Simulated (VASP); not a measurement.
PbSe (Clausthalite):

```
Pb Se
1.0
     0.00000    3.06065    3.06065
     3.06065    0.00000    3.06065
     3.06065    3.06065    0.00000
Pb Se
1 1
Direct
  0.00000 0.00000 0.00000
  0.50000 0.50000 0.50000
```

| Quantity | Value |
| --- | --- |
| Program | VASP 6.6.1 |
| Task | relaxation of cell and atoms |
| Functional | PBE |
| Potentials or basis | VASP PAW PBE potentials, release 64 (Pb_d, Se) |
| Cutoff | 600 eV |
| k mesh | 8 × 8 × 8 |
| Occupations | gaussian, width 0.03 eV |
| Spin | no spin polarisation |

At the start: pressure 2.4 GPa; volume 28.67 Å³/atom.

Where does the relaxation end?

Over 3 steps the energy falls by 10.1 meV/atom and the volume is 30.05 Å³/atom (+4.8 %); space group Fm-3m (No. 225, to 0.05 Å).

Step by step:
```
step  energy change (eV)  largest force (eV/Å)  pressure (GPa)  volume (Å³)
   1              0.0000                0.0000            2.44        57.34
   2             -0.0180                0.0000           -0.70        61.04
   3             -0.0201                0.0000            0.02        60.09
```

Final structure:
```xyz
2
Lattice="0.0000 3.1088 3.1088 3.1088 0.0000 3.1088 3.1088 3.1088 0.0000" Properties=species:S:1:pos:R:3 pbc="T T T"
Pb    0.0000    0.0000    0.0000
Se    3.1088    3.1088    3.1088
```
